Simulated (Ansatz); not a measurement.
ZnTe:
```
ZnTe
1.0
    0.00000     3.08959     3.08959
    3.08959     0.00000     3.08959
    3.08959     3.08959     0.00000
Te Zn
1 1
Direct
  0.75000   0.75000   0.75000
  0.00000   0.00000   0.00000
```

Relaxed with PBE. Special points in fractions of this cell's reciprocal vectors: Γ (0.000, 0.000, 0.000); X (0.500, 0.000, 0.500); U (0.625, 0.250, 0.625); K (0.375, 0.375, 0.750); L (0.500, 0.500, 0.500); W (0.500, 0.250, 0.750).

Q: List the band energies nearest the valence-band maximum at these points for PBE with spin–orbit coupling (plane waves, PAW; program Ansatz).

A: In eV from the valence-band maximum; about four levels below and three above (degenerate sets whole), none deeper than 8.9 eV; points with the same levels are listed once.

```tsv
k	below	above
Γ	0.00 0.00 0.00 0.00	0.80 0.80 4.08 4.08
X	-2.52 -2.52 -2.13 -2.13	2.02 2.02 2.22 2.22
U	-3.36 -3.03 -1.98 -1.94	2.40 2.44 4.31
L	-1.39 -1.39 -0.87 -0.87	1.46 1.46 4.78 4.78
W	-3.24 -2.78 -2.70 -2.62	3.86 4.28 4.58
```

Space group F-43m (zinc blende). Symmetry was held in the PBE relaxation; of distortions, only those at the zone centre were tested.

Potentials: the later of the program's two PAW sets.
